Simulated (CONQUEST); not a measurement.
# C (Fd-3m) in CONQUEST: further runs

The runs below take C through single point, with PBE.

Everything below comes from runs of CONQUEST 1.3. Logs are shortened: lines on timing, memory, paths and dates and some standing lists are left out, and cuts for length are marked.

### Step 1. The undisturbed crystal

The structure is cubic, space group Fd-3m (No. 227). The conventional cell has a = 3.567 Å, b = 3.567 Å, c = 3.567 Å, α = 90.00°, β = 90.00°, γ = 90.00°. Around C (site symmetry -43m) lie 4 C at 1.54 Å.

This isn't the form of C at room conditions, which is graphite.

### Step 2. Single point, PBE (atoms moved at random, drawn with an rms of 0.05 Å)

The input, Conquest_input:

```
IO.Title C
IO.Coordinates coords.dat
IO.FractionalAtomicCoords T
IO.Iprint 2
IO.Iprint_init 1
General.NumberOfSpecies 1
General.PseudopotentialType hamann
AtomMove.TypeOfRun static
AtomMove.FullStress T
Grid.GridCutoff 120
DM.SolutionMethod diagon
Diag.MPMesh T
Diag.GammaCentred T
Diag.MPMeshX 8
Diag.MPMeshY 8
Diag.MPMeshZ 6
Diag.kT 0.00183747
minE.SCTolerance 1e-6
SC.MaxIters 100
IO.AtomChargeOutput T
%block ChemicalSpeciesLabel
1 12.010 C
%endblock
```

The input, coords.dat:

```
    4.7660140857     0.0000000000     0.0000000000
    0.0000000000     4.7660140857     0.0000000000
    0.0000000000     0.0000000000     6.7401617577
4
  0.0045825000   0.4973565000   0.2504195000 1 T T T
  0.5045825000   0.9973565000   0.7504195000 1 T T T
  0.4875410000   0.4953390000   0.9939420000 1 T T T
  0.9875410000   0.9953390000   0.4939420000 1 T T T
```

Potentials or basis: PseudoDojo NC PBE, DZP, grid cutoff 120 Ha.

The run is started by

```bash
Conquest
```

The log of the run:

```text
Simulation cell dimensions:     4.7660 a0 x     4.7660 a0 x     6.7402 a0

      Atomic coordinates (a0)
         Atom         X         Y         Z  Species
            1    0.0218    2.3704    1.6879        1
            2    2.4048    4.7534    5.0579        1
            3    2.3236    2.3608    6.6993        1
            4    4.7066    4.7438    3.3292        1

         Monkhorst-Pack mesh:   8 x   8 x   6 gamma-centred
        This calculation includes non-local pseudopotentials,
         with a maximum core radius of      6.24713685

    Job title: C
    Job to be run: static calculation

[... 5 lines left out ...]
      Using Fermi-Dirac smearing

    Integration grid size:     24 x   24 x   36

    Integration grid spacing:  0.199 a0 x 0.199 a0 x 0.187 a0

    Number of species:  1
    --------------------------------------------------------
    |   #  mass (au)  Charge (e)  SF Rad (a0)  NSF  Label  |
    --------------------------------------------------------
    |   1     12.010       4.000        6.553   13  C      |
    --------------------------------------------------------
          SCF tolerance:                 0.00000100
          SCF iterations:               100

    The functional used will be GGA PBE96

           radial cut-off to be used is taken to be max PAO cut-off radius for this species:    6.247137

           greatest ang. mom. for making density from PAOs:  2
    Minimum blocs/proc is      324. Maximum blocs/proc is      324
    set_atom_dens: In set_atomic_density, electrons :      16.000000000000
 matrix_size & matrix_size_padH =           52          52

    Screened ion int: energy:     -14.950599780721 Ha

    new_SC_potl: Starting.  Tolerance:  0.10000E-05

    PulayMixSC: Starting Pulay mixing, A_up =  0.500 A_dn =  0.500
    PulayMixSC: Spin non-polarised calculation.
          Harris-Foulkes Energy            :       -24.089528426220102 Ha
          (TS=0 as O(N) or entropic contribution is negligible)
          DFT Total Energy                 :       -24.045115821056072 Ha
          Total number of electrons        :        15.999999999999979
    PulayMixSC: Pulay iteration     1 residual:              0.10328E-01
          Harris-Foulkes Energy            :       -24.057636270125542 Ha
          (TS=0 as O(N) or entropic contribution is negligible)
          DFT Total Energy                 :       -24.052181744303255 Ha
          Total number of electrons        :        16.000002906247353
    PulayMixSC: Pulay iteration     2 residual:              0.43121E-02
          Harris-Foulkes Energy            :       -24.053204988576976 Ha
          (TS=0 as O(N) or entropic contribution is negligible)
          DFT Total Energy                 :       -24.053209634196129 Ha
          Total number of electrons        :        16.000003878694670
    PulayMixSC: Pulay iteration     3 residual:              0.43978E-03
          Harris-Foulkes Energy            :       -24.053212666982134 Ha
          (TS=0 as O(N) or entropic contribution is negligible)
          DFT Total Energy                 :       -24.053211616955082 Ha
          Total number of electrons        :        16.000003017779694
    PulayMixSC: Pulay iteration     4 residual:              0.45892E-04
          Harris-Foulkes Energy            :       -24.053211825946569 Ha
          (TS=0 as O(N) or entropic contribution is negligible)
          DFT Total Energy                 :       -24.053211804644143 Ha
          Total number of electrons        :        16.000002909601232
    PulayMixSC: Pulay iteration     5 residual:              0.65004E-05
          Harris-Foulkes Energy            :       -24.053211809254286 Ha
          (TS=0 as O(N) or entropic contribution is negligible)
          DFT Total Energy                 :       -24.053211808706450 Ha
          Total number of electrons        :        16.000002906402873
    PulayMixSC: Pulay iteration     6 residual:              0.76869E-06
    PulayMixSC: Reached SCF tolerance of  0.76869E-06 after      6 iterations
      | Number of electrons      =        16.000003
      |* band energy as 2Tr[K.H] =        -9.336054873785679 Ha
      |  screened ion-ion energy =       -14.950599780720866 Ha
      |  Ha correction           =        -0.626092017336087 Ha
      |  XC correction           =         0.859522477948646 Ha
      |* Harris-Foulkes energy   =       -24.053211809254286 Ha
      |* DFT total energy        =       -24.053211808706450 Ha
      |  estimated accuracy      =        -0.000000000547836 Ha

    force: Forces on atoms (Ha/a0)
    force:  Atom   X              Y              Z
    force:     1  -0.0301403590  -0.0041441402  -0.0152744927
    force:     2  -0.0301403590  -0.0041441402  -0.0152744927
    force:     3   0.0301372738   0.0041269702   0.0152810632
    force:     4   0.0301372738   0.0041269702   0.0152810632

    force: Maximum force :        0.03014036(Ha/a0) on atom         1 in x direction
    force: Force Residual:        0.03404206 Ha/a0
    force: Total stress:         -7.19720075     0.07990495     1.69233002 GPa
                             0.07990495    -8.92321207    -0.37479964
                             1.69233002    -0.37479964    -8.45633105
    force: Average pressure:      8.19224796 GPa

    force: Finished force
    get_E_and_F: Change in energy during last step of electronic optimisation:  0.16692E-07

    BIBLIOGRAPHY: Please consider citing the following references in the conquest.bib file

    CONQUEST:         Bowler2002pt, Miyazaki2004, Nakata2020
    Basis:            Bowler2019
    DM:               Bowler:2006xr
    Pseudopotentials: Hamann2013, Bowler2019
    XC functional:    Perdew1996
```

Run time: 52 s. Hardware: 1 thread of AMD EPYC 9R45 (Zen 5), shared host; peak memory 0.4 GiB.

Results:

| Item | Value |
| --- | --- |
| Free energy | -654.5212 eV |
| Pressure | 8.2 GPa |
| Largest force | 1.751 eV/Å |
| Band gap on the k mesh | 3.36 eV |

Forces in eV/Å, atoms in the order of the input:
```
C   -1.550 -0.213 -0.785
C   -1.550 -0.213 -0.785
C    1.550  0.212  0.786
C    1.550  0.212  0.786
```

Caveat: the basis of atomic orbitals isn't converged, which shifts pressures, moduli and gaps. A k mesh can miss the band edges.

### Step 3. Single point, PBE (atoms moved at random, drawn with an rms of 0.05 Å)

Conquest_input is that of step 2.

coords.dat is that of step 2.

Potentials or basis: PseudoDojo NC PBE, DZ, grid cutoff 120 Ha.

The run is started by

```bash
Conquest
```

Wall time 22 s (1 thread of AMD EPYC 9R45 (Zen 5), shared host); peak memory 0.24 GiB.

It converged, with:

```yaml
Free_energy: -653.6166 eV
Pressure: 14.1 GPa
Largest_force: 1.744 eV/Å
Band_gap_on_the_k_mesh: 4.25 eV
```

Forces on the atoms (eV/Å):
```
C   -1.543 -0.213 -0.782
C   -1.543 -0.213 -0.782
C    1.545  0.211  0.781
C    1.545  0.211  0.781
```

Caveat: the atomic basis is small; the basis of atomic orbitals isn't converged, which shifts pressures, moduli and gaps. A k mesh can miss the band edges.

### Step 4. Single point, PBE (atoms moved at random, drawn with an rms of 0.05 Å)

Conquest_input is that of step 3.

coords.dat is that of step 3.

Potentials or basis: PseudoDojo NC PBE, SZP, grid cutoff 120 Ha.

The run is started by

```bash
Conquest
```

It took 27 s on 1 thread of AMD EPYC 9R45 (Zen 5), shared host; peak memory 0.28 GiB.

Results (log left out):

```
Free energy            : -652.3874 eV
Pressure               : 19.1 GPa
Largest force          : 1.927 eV/Å
Band gap on the k mesh : 3.61 eV
```

Forces on the atoms (eV/Å):
```
C   -1.706 -0.237 -0.863
C   -1.706 -0.237 -0.863
C    1.705  0.234  0.863
C    1.705  0.234  0.863
```

Caveat: the atomic basis is small; the basis of atomic orbitals isn't converged, which shifts pressures, moduli and gaps.

### Step 5. Single point, PBE (atoms moved at random, drawn with an rms of 0.05 Å)

Conquest_input is that of step 4.

coords.dat is that of step 4.

Potentials or basis: PseudoDojo NC PBE, SZ, grid cutoff 120 Ha.

The run is started by

```bash
Conquest
```

Run time: 7.4 s. Hardware: 1 thread of AMD EPYC 9R45 (Zen 5), shared host; peak memory 0.13 GiB.

It converged, with:

```
Free energy            : -651.3484 eV
Pressure               : 24.0 GPa
Largest force          : 2.181 eV/Å
Band gap on the k mesh : 4.43 eV
```

Forces in eV/Å, atoms in the order of the input:
```
C   -1.931 -0.266 -0.979
C   -1.931 -0.266 -0.979
C    1.932  0.264  0.978
C    1.932  0.264  0.978
```

Caveat: the atomic basis is small; the basis of atomic orbitals isn't converged, which shifts pressures, moduli and gaps. A k mesh can miss the band edges.

### Step 6. The reference run

An earlier run on the cell as given: functional PBE; potentials or basis PseudoDojo NC PBE, DZP, grid cutoff 120 Ha; k mesh 10 × 10 × 8; occupations fermi-dirac, width 0.05 eV; no spin polarisation.

- Pressure: 7.7 GPa
- Band gap on the k mesh: 4.28 eV

### Step 7. The runs side by side

```csv
potentials or basis,cell,k mesh,gap on the mesh (eV),pressure (GPa),largest force (eV/Å)
"PseudoDojo NC PBE, DZP, grid cutoff 120 Ha","atoms moved at random, drawn with an rms of 0.05 Å",8 × 8 × 6,3.36,8.2,1.75
"PseudoDojo NC PBE, DZ, grid cutoff 120 Ha","atoms moved at random, drawn with an rms of 0.05 Å",8 × 8 × 6,4.25,14.1,1.74
"PseudoDojo NC PBE, SZP, grid cutoff 120 Ha","atoms moved at random, drawn with an rms of 0.05 Å",8 × 8 × 6,3.61,19.1,1.93
"PseudoDojo NC PBE, SZ, grid cutoff 120 Ha","atoms moved at random, drawn with an rms of 0.05 Å",8 × 8 × 6,4.43,24.0,2.18
"PseudoDojo NC PBE, DZP, grid cutoff 120 Ha",as given,10 × 10 × 8,4.28,7.7,-
```

Alike in all rows: task single point; level PBE; no spin polarisation; smearing fermi-dirac 0.05 eV.

Caveats: the basis of atomic orbitals isn't converged, which shifts pressures, moduli and gaps; the atomic basis is small (some runs); the box holds several primitive cells, so bands are folded and the points are those of the box's own zone (some runs); the real-space grid breaks the cell's symmetry a little (some runs).

Absolute energies hang on the potentials; compare differences alone.
